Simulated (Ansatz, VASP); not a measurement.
Two plane-wave programs on Si

```
Si
1.0
     0.00000    2.73505    2.73505
     2.73505    0.00000    2.73505
     2.73505    2.73505    0.00000
Si
2
Direct
  0.75000 0.75000 0.75000
  0.50000 0.50000 0.50000
```

Alike in both runs: functional PBE; k mesh 8 × 8 × 8; occupations gaussian, width 0.02 eV; no spin polarisation.

Ansatz relaxed the structure, and its values are those at the end. VASP's run is a single point on that final structure, the one shown.

```csv
,VASP,Ansatz
version,VASP 6.6.1,Ansatz 0.2.0
potentials or method,"VASP PAW PBE potentials, release 64 (Si)","scalar-relativistic, plane waves, PAW"
plane-wave cutoff (eV),520,420
valence electrons in the cell,8,8
```

Ansatz gave:

| Quantity | Value |
| --- | --- |
| gap on the k mesh at the Fermi level (eV) | 0.65 |
| least direct gap on the mesh (eV) | 2.55 |
| pressure (GPa) | 0.0 |

Problem. Estimate VASP's values.

Solution. gap on the k mesh at the Fermi level (eV): 0.65; least direct gap on the mesh (eV): 2.56; pressure (GPa): -0.1.

A k mesh can miss the band edges. A hybrid or GW would open this gap; PBE tends to underestimate it.
